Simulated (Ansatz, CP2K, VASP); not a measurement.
**InPd: programs and potentials compared**

The starting cell:

```
In Pd
1.0
     3.27188    0.00000    0.00000
     0.00000    3.27188    0.00000
     0.00000    0.00000    3.27188
In Pd
1 1
Direct
  0.00000 0.00000 0.00000
  0.50000 0.50000 0.50000
```

The cell comes from a database or a generator and needn't be the stable form of this composition.

Alike in all runs: task relaxation of cell and atoms; functional PBEsol; dispersion D3(BJ); k mesh 8 × 8 × 8; occupations fermi-dirac, width 0.05 eV; no spin polarisation; no spin-orbit coupling.

```
                                                       program and potentials  plane-wave cutoff (eV)                                                                             notes  equilibrium volume (Å³/atom)
CP2K, POTENTIAL_UZH In GTH-PBE-q13, Pd GTH-PBE-q18; TZVP-MOLOPT-PBE-GTH basis                       -  atomic basis; potentials made for PBE; 15.5 valence electrons an atom on average                         16.73
                               Ansatz, all-electron LAPW, scalar-relativistic                       -                                                                                 -                         16.51
                                         VASP, PBE PAW files In_d, Pd, 600 eV                     600                potentials made for PBE; 11.5 valence electrons an atom on average                         16.54
```

The equilibrium volume spans 16.51 (Ansatz, all-electron LAPW, scalar-relativistic) to 16.73 Å³/atom (CP2K, POTENTIAL_UZH In GTH-PBE-q13, Pd GTH-PBE-q18; TZVP-MOLOPT-PBE-GTH basis), with all-electron results at 16.51. Relaxations stop with a little pressure left, so the last digit of a volume isn't settled. Rows in atomic bases carry the error of their basis and grid, which can be large.

The functional is the same throughout but for its coding, so the spread measures potentials, basis and numerics; runs on potential files found faulty are left out.
